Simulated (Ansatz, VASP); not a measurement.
This is a calculation of Bi for Ansatz 0.2.0.

Contents of input.yaml:

```yaml
crystal:
  lattice:
    - [3.488598, -3.132578, 0.0]
    - [3.488598, 3.132578, 0.0]
    - [-1.260235, 0.0, 3.11355]
  atoms:
    - { symbol: Bi, position: [0.753061, 0.753061, 0.857382] }
    - { symbol: Bi, position: [0.246939, 0.246939, 0.142618] }
kpoints:
  mp_grid: { grid: [6, 6, 9] }
scf:
  occupations: { method: fermi_dirac, width: 0.05 }
hamiltonian:
  xc: pbesol
  pseudopotentials: { kind: all_electron, lapw: { basis_error: 0.001 } }
output:
  forces: true
  stress: true
  eigenvalues: true
```

Potentials or basis: all-electron LAPW, scalar-relativistic.

Command:

```sh
$ ansatz run input.yaml --threads 1 --pin off --max-ram 3072MiB --backend cpu --events-out ev --progress --plain --runs-dir out
```

Question: Translate it to VASP 6.6.1. Potentials there: VASP PAW PBE potentials, release 64 (Bi_d).

Answer: As run (the cutoff follows the program's own potentials):

INCAR

```
SYSTEM = Bi
PREC = Accurate
ENCUT = 520
EDIFF = 1E-7
ISMEAR = -1
SIGMA = 0.05
LREAL = .FALSE.
LASPH = .TRUE.
NELM = 60
ALGO = Fast
ISIF = 2
LWAVE = .FALSE.
LCHARG = .FALSE.
GGA = PS
NBANDS = 22
```

Contents of KPOINTS:

```
Automatic mesh
0
G
  6 6 9
  0 0 0
```

The input POSCAR:

```
Bi
1.0
    3.4885980000     -3.1325780000      0.0000000000
    3.4885980000      3.1325780000      0.0000000000
   -1.2602350000      0.0000000000      3.1135500000
Bi
2
Direct
    0.7530610000      0.7530610000      0.8573820000
    0.2469390000      0.2469390000      0.1426180000
```

Potentials or basis: VASP PAW PBE potentials, release 64 (Bi_d).

Command:

```console
$ cat potpaw_PBE.64/Bi_d/POTCAR > POTCAR
$ mpirun -np 1 vasp_std > vasp.out
```

Both were run:

|  | VASP | Ansatz | Ansatz less VASP |
| --- | --- | --- | --- |
| gap on the k mesh at the Fermi level (eV) | none | none | - |
| pressure (GPa) | -2.5 | -2.4 | +0.09 |
| largest component of the traceless stress (GPa) | 0.73 | 0.72 | -0.006 |
| rms of the force components (eV/Å) | 0.033 | 0.034 | +0.0012 |

Atom by atom the forces differ by 0.001 eV/Å (rms over components). A gap of «none» marks a metal or a gap that the smearing closes. Ansatz ran all-electron here, so the differences hold the error of VASP's frozen core and of both bases.

Caveats: spin-orbit coupling is left out, which moves the levels of the heavy elements; the PAW data sets were made with another functional, which shifts forces and pressure a little (VASP).
